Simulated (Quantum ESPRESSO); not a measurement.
## GaN: zone-centre phonons and dielectric response under several settings

```
CELL_PARAMETERS angstrom
3.18000 0.00000 0.00000
-1.59000 2.75396 0.00000
0.00000 0.00000 5.16600
ATOMIC_POSITIONS crystal
Ga 0.66667 0.33333 0.50000
Ga 0.33333 0.66667 0.00000
N 0.66667 0.33333 0.87500
N 0.33333 0.66667 0.37500
```

All runs used Quantum ESPRESSO 7.5; potentials PseudoDojo 0.4.1 SR PBE standard; k mesh 8 × 8 × 4, shifted; given cell, atoms relaxed; no spin polarisation; cutoff 1143 eV; occupations smeared at first, fixed for the response.

```csv
level,pressure (GPa),lowest optical mode without the field (cm⁻¹),highest optical mode without the field (cm⁻¹),highest mode with the field (cm⁻¹),ε∞ (mean),ε0 (mean)
BLYP,?,?,?,?,?,?
PBE,7.5,135,693,730,5.79,10.2
```

Question: What stands in the row left open?

Answer: Pressure 13.3 GPa; lowest optical mode without the field 137 cm⁻¹; highest optical mode without the field 701 cm⁻¹; highest mode with the field 737 cm⁻¹; ε∞ 5.69; ε0 10.1.

Caveats: the cell is more than 3 GPa from zero pressure, which shifts response properties; the potentials were made for another functional, which shifts forces and pressure (some runs).

For the row left open. Caveat: the potentials were made for another functional, which shifts forces and pressure; the cell is more than 3 GPa from zero pressure, which shifts response properties.
